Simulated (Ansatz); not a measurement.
**CdTe: a line through a two-coordinate scan**

The task here is to estimate one member of a computed series from the others.

The COD entry's cell or inner coordinates are ideal or old and differ from later refinements, so a difference from it is no clean test against experiment.

Computed with Ansatz 0.2.0 (DFT LDA, scalar-relativistic, plane waves, PAW, unless a step's input says otherwise).

15 further runs of the same task are left out: 15 set aside as unsound or not needed.

### The system as given

The structure is cubic, space group F-43m (No. 216). Conventional cell: a = 6.410 Å, b = 6.410 Å, c = 6.410 Å, α = 90.00°, β = 90.00°, γ = 90.00°. Cd (site symmetry -43m) is surrounded by 4 Te at 2.78 Å. Around Te (site symmetry -43m) lie 4 Cd at 2.78 Å.

Structure file:

```cif
data_structure
_symmetry_space_group_name_H-M 'P 1'
_symmetry_Int_Tables_number 1
_cell_length_a 4.5326
_cell_length_b 4.5326
_cell_length_c 4.5326
_cell_angle_alpha 60.000
_cell_angle_beta 60.000
_cell_angle_gamma 60.000
_cell_volume 65.84
loop_
_atom_site_label
_atom_site_type_symbol
_atom_site_fract_x
_atom_site_fract_y
_atom_site_fract_z
_atom_site_occupancy
Cd1 Cd 0.00000 0.00000 0.00000 1
Te1 Te 0.75000 0.75000 0.75000 1
```

This cell was relaxed beforehand with the same method: volume 32.92 Å³/atom, gap on the mesh 0.61 eV.

### The scan

The energy is mapped over volume and the cell's shape.

First coordinate, volume per atom: 7 values from 30.29 to 35.56 Å³. Second coordinate, c/a of the conventional cell: 7 values from 0.886 to 1.128.

Nothing else is relaxed (symmetry fixes all fractional coordinates). Energies count from the relaxed crystal. Points are written as (first, second).

Set-up of the first run:

Contents of input.yaml:

```yaml
crystal:
  lattice:
    - [0.0, 3.0637647162, 3.1894281867]
    - [3.1894281867, 0.0, 3.1894281867]
    - [3.1894281867, 3.0637647162, 0.0]
  atoms:
    - { symbol: Cd, position: [0.0, 0.0, 0.0] }
    - { symbol: Te, position: [0.75, 0.75, 0.75] }
basis:
  ecutwfc: 420
kpoints:
  mp_grid: { grid: [8, 8, 8] }
hamiltonian:
  xc: lda
  pseudopotentials: { kind: paw }
scf:
  occupations: { method: gaussian, width: 0.05 }
output:
  forces: true
  stress: true
  eigenvalues: true
```

On the command line:

```sh
$ ansatz run input.yaml --threads 1 --pin off --max-ram 2048MiB --backend cpu --events-out ev --progress --plain --runs-dir out
```

Steps of the session up to this table: The run at (31.17 Å³, 0.961); The run at (32.04 Å³, 0.961); Grid point (32.92 Å³, 0.961); The run at (33.80 Å³, 0.961); Point (34.68 Å³, 0.961); Point (35.56 Å³, 0.961).

One table of the session follows, with a row left open; its other results are not shown here.

| volume per atom (Å³) | energy (meV/atom) | slope (meV/atom per Å³) | pressure (GPa) | band gap on the k-mesh (eV) |
| --- | --- | --- | --- | --- |
| 30.29 | 36.5 | −28.8 | 4.6 | 0.77 |
| 31.17 | 16.2 | −17.6 | 2.8 | 0.69 |
| 32.04 | 5.2 | −7.9 | 1.3 | 0.60 |
| 32.92 | 1.9 | 0.4 | −0.1 | 0.52 |
| 33.80 | ? | ? | ? | ? |
| 34.68 | 14.7 | 13.5 | −2.2 | 0.37 |
| 35.56 | 28.9 | 18.7 | −3.0 | 0.30 |

**Question.** Estimate the row for volume per atom (Å³) = 33.80.

Worked estimate for «energy (meV/atom)». A straight line through the neighbours (32.92, 1.9) and (34.68, 14.7) gives 1.9 + (14.7 − 1.9) × (33.80 − 32.92) / (34.68 − 32.92) = 8.3; a parabola fitted to 4 rows on both sides gives 5.4.

As computed: energy (meV/atom): 5.5; slope (meV/atom per Å³): 7.5; pressure (GPa): −1.2; band gap on the k-mesh (eV): 0.45. In «energy (meV/atom)» the line misses by +2.8 and the parabola by -0.1.

Energies count from the relaxed crystal. Rows without a step come from runs not printed here or follow by symmetry. Slopes come from the forces (and the stress, where the cell changes), not from differences of energies.

**Reading.** Along the line the energy is lowest at 32.92 Å³, 1.9 meV/atom from the zero. A fit to energies and slopes at the lowest point and its two neighbours puts the minimum at 32.878 Å³, with a curvature of about 8.8 meV/atom per (Å³)². V·d²E/dV² there is about 46 GPa, a bulk modulus under this line's constraint. The highest point computed, at 30.29 Å³, lies 34.5 meV/atom above the lowest. This is one cut through a surface in two coordinates; the map's lowest point lies off it. These runs have no spin-orbit coupling; with Te it would split and shift bands.

Caveats from the session: These are semilocal Kohn-Sham gaps, which aren't the measured quantity. Such gaps usually fall short of the measured ones; spin-orbit coupling, left out here, narrows gaps with Te, so the two errors partly cancel.
